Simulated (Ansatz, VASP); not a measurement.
# Sb in VASP and in Ansatz

```
Sb
1.0
     3.03840    0.00000    0.00000
     0.00000    3.03840    0.00000
     0.00000    0.00000    3.03840
Sb
1
Direct
  0.00000 0.00000 0.00000
```

Alike in both runs: functional LDA; k mesh 10 × 10 × 10; occupations fermi-dirac, width 0.05 eV; no spin polarisation.

Ansatz relaxed the structure, and its values are those at the end. VASP's run is a single point on that final structure, the one shown.

```csv
,VASP,Ansatz
version,VASP 6.6.1,Ansatz 0.2.0
potentials or method,"VASP PAW LDA potentials, release 64 (Sb)","PAW with Ansatz's default frozen-core files, scalar-relativistic"
plane-wave cutoff (eV),520,420
valence electrons in the cell,5,15
```

```csv
,VASP,Ansatz,Ansatz less VASP
pressure (GPa),0.2,0.0,-0.26
```

The two sets of potentials don't hold the same shells in valence. Ansatz warned: «gradients_without_spin_orbit».

The runs have no spin-orbit coupling, so splittings on Sb are missing.
